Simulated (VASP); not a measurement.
PbO:

```xyz
8
Lattice="6.1014 0.0000 0.0000 0.0000 5.6211 0.0000 0.0000 0.0000 4.7283" Properties=species:S:1:pos:R:3 pbc="T T T"
Pb    1.3603    0.0862    3.5462
Pb    4.7411    5.5349    1.1821
Pb    4.7411    2.8968    3.5462
Pb    1.3603    2.7244    1.1821
O     5.3174    5.0871    3.5462
O     0.7840    0.5340    1.1821
O     0.7840    2.2765    3.5462
O     5.3174    3.3446    1.1821
```

The cell is a database's computed one.

- Program: VASP 6.6.1
- Task: relaxation of cell and atoms
- Functional: PBE
- Potentials or basis: VASP PAW PBE potentials, release 64 (Pb_d, O)
- Cutoff: 600 eV
- k mesh: 6 × 6 × 6
- Occupations: gaussian, width 0.02 eV
- Spin: no spin polarisation

At the start: pressure 3.0 GPa; volume 20.27 Å³/atom.

Q: How do energy, volume and symmetry change on relaxing?

A: Over 29 steps the energy falls by 9.2 meV/atom and the volume is 21.88 Å³/atom (+8.0 %); space group Pbcm (No. 57, to 0.05 Å).

Step by step:
```
step  energy change (eV)  largest force (eV/Å)  pressure (GPa)  volume (Å³)
   1              0.0000                0.3421            2.95       162.16
   2             -0.0115                0.6205           -2.01       171.09
   3             -0.0491                0.1923            0.16       166.81
   4             -0.0570                0.1478            0.12       167.74
   5             -0.0658                0.0887            0.02       170.08
   6             -0.0686                0.0401            0.08       170.69
   7             -0.0686                0.0385            0.08       170.68
   8             -0.0693                0.0390            0.02       171.13
   9             -0.0702                0.0503           -0.13       172.26
  10             -0.0707                0.0453           -0.05       172.34
  11             -0.0711                0.0370            0.08       172.48
  12             -0.0709                0.0763            0.34       172.74
  13             -0.0712                0.0319            0.17       172.56
  14             -0.0716                0.0298            0.15       172.85
  15             -0.0724                0.0288            0.11       173.73
  16             -0.0723                0.0353            0.04       175.49
  17             -0.0726                0.0310            0.08       174.58
  18             -0.0729                0.0217           -0.06       174.85
  19             -0.0729                0.0245           -0.08       174.89
  20             -0.0731                0.0221           -0.05       174.84
  21             -0.0733                0.0182            0.02       174.73
  22             -0.0735                0.0104            0.02       174.80
  23             -0.0736                0.0085            0.02       174.86
  24             -0.0736                0.0090            0.02       174.87
  25             -0.0736                0.0114           -0.02       175.04
  26             -0.0736                0.0105           -0.02       175.02
  27             -0.0737                0.0072            0.04       174.99
  28             -0.0737                0.0054            0.02       175.00
  29             -0.0737                0.0050            0.02       175.08
```

Final structure:
```
Pb O
1.0
     6.29694    0.00000    0.00000
     0.00000    5.78953    0.00000
     0.00000    0.00000    4.80235
Pb O
4 4
Direct
  0.21543 0.01992 0.75000
  0.78457 0.98008 0.25000
  0.78457 0.51992 0.75000
  0.21543 0.48008 0.25000
  0.87245 0.90353 0.75000
  0.12755 0.09647 0.25000
  0.12755 0.40353 0.75000
  0.87245 0.59647 0.25000
```
